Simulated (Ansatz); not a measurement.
Runs of Ansatz 0.2.0 on Te2Mo. The cell holds a slab with vacuum, 6 atoms: a = 6.362 Å, b = 3.480 Å, c = 36.176 Å, α = 90.00°, β = 90.14°, γ = 90.00°. 

```tsv
level	gap on the mesh (eV)	relaxed volume (Å³/atom)	largest force (eV/Å)
PBE	none	133.23	-
PBE+D3(BJ)	none	(a)	0.01
PBE+D4	none	129.95	-
PBE+D3(BJ)-ATM	none	130.10	0.01
```

Alike in all rows: task relaxation of cell and atoms; potentials or basis Ansatz PAW; no spin polarisation; cell relaxed; k mesh 4 × 8 × 1; cutoff (eV) 420; smearing fermi-dirac 0.05 eV.

Problem. Fill in the values left out.

Solution. (a) 129.93.

Caveats: the plane-wave basis is chosen anew once the cell has moved, so the energies of steps on either side of that aren't comparable; without dispersion, layers of such crystals drift apart on relaxing, which shifts levels and gaps (some runs); volumes and pressures include the vacuum (some runs).

A k mesh can miss the band edges, and the runs leave out spin-orbit coupling on Mo, Te.

A gap of «none» marks a metal or a gap under the smearing width.
